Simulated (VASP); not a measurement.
InAs, 2 atoms in the cell. Symmetry: F-43m, No. 216, cubic system. Conventional cell: a = 6.036 Å, b = 6.036 Å, c = 6.036 Å, α = 90.00°, β = 90.00°, γ = 90.00°. In (site symmetry -43m) is surrounded by 4 As at 2.61 Å. As (site symmetry -43m) has 4 In at 2.61 Å as nearest neighbours. 

```yaml
Program: VASP 6.6.1
Task: relaxation of cell and atoms
Functional: LDA
Potentials_or_basis: VASP PAW LDA potentials, release 64 (In_d, As)
Cutoff: 350 eV
k_mesh: 6 × 6 × 6
Occupations: gaussian, width 0.02 eV
Spin: no spin polarisation
Further_INCAR_settings: ALGO = Normal; EDIFF = 1e-07; IBRION = 2; EDIFFG = -0.002; NSW = 80; ISIF = 3
```

Potentials or basis: VASP PAW LDA potentials, release 64 (In_d, As).

The run is started by

```sh
$ cat potpaw_LDA.64/In_d/POTCAR potpaw_LDA.64/As/POTCAR > POTCAR
$ mpirun -np 1 vasp_std > vasp.out
```

Hardware: 1 thread of AMD EPYC 7R13 Processor (Zen 3), on a shared host.

Task: How long does it take, and how much memory?

Result: Wall time 21 s on 1 thread of AMD EPYC 7R13 Processor (Zen 3) (shared host), peak memory 0.11 GiB. Counts: scf iterations 28, k points 16, ion steps 3.
